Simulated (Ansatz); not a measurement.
The system is CaO.

```
Ca O
1.0
     0.00000    2.40356    2.40356
     2.40356    0.00000    2.40356
     2.40356    2.40356    0.00000
Ca O
1 1
Cartesian
  0.0000 0.0000 0.0000
  2.4036 2.4036 2.4036
```

The cell is a database's computed one.

```yaml
Program: Ansatz 0.2.0
Task: relaxation of cell and atoms
Functional: BLYP
Potentials_or_basis: all-electron LAPW, scalar-relativistic
Basis_error_allowed: 0.001 eV/atom
k_mesh: 10 × 10 × 10
Occupations: fermi-dirac, width 0.05 eV
Spin: no spin polarisation
```

At the start: volume 13.89 Å³/atom.

Question: How do energy, volume and symmetry change on relaxing?

Answer: Over 4 steps the energy falls by 7.2 meV/atom and the volume is 14.44 Å³/atom (+4.0 %); space group Fm-3m (No. 225, to 0.05 Å).

Step by step:
```
step  energy change (eV)  largest force (eV/Å)  volume (Å³)
   1              0.0000                0.0000        27.77
   2             -0.0140                0.0000        29.06
   3             -0.0144                0.0000        28.89
   4             -0.0144                0.0000        28.89
```

Final structure:
```cif
data_structure
_symmetry_space_group_name_H-M 'P 1'
_symmetry_Int_Tables_number 1
_cell_length_a 3.4441
_cell_length_b 3.4441
_cell_length_c 3.4441
_cell_angle_alpha 60.000
_cell_angle_beta 60.000
_cell_angle_gamma 60.000
_cell_volume 28.89
loop_
_atom_site_label
_atom_site_type_symbol
_atom_site_fract_x
_atom_site_fract_y
_atom_site_fract_z
_atom_site_occupancy
Ca1 Ca 0.00000 0.00000 0.00000 1
O1 O 0.50000 0.50000 0.50000 1
```
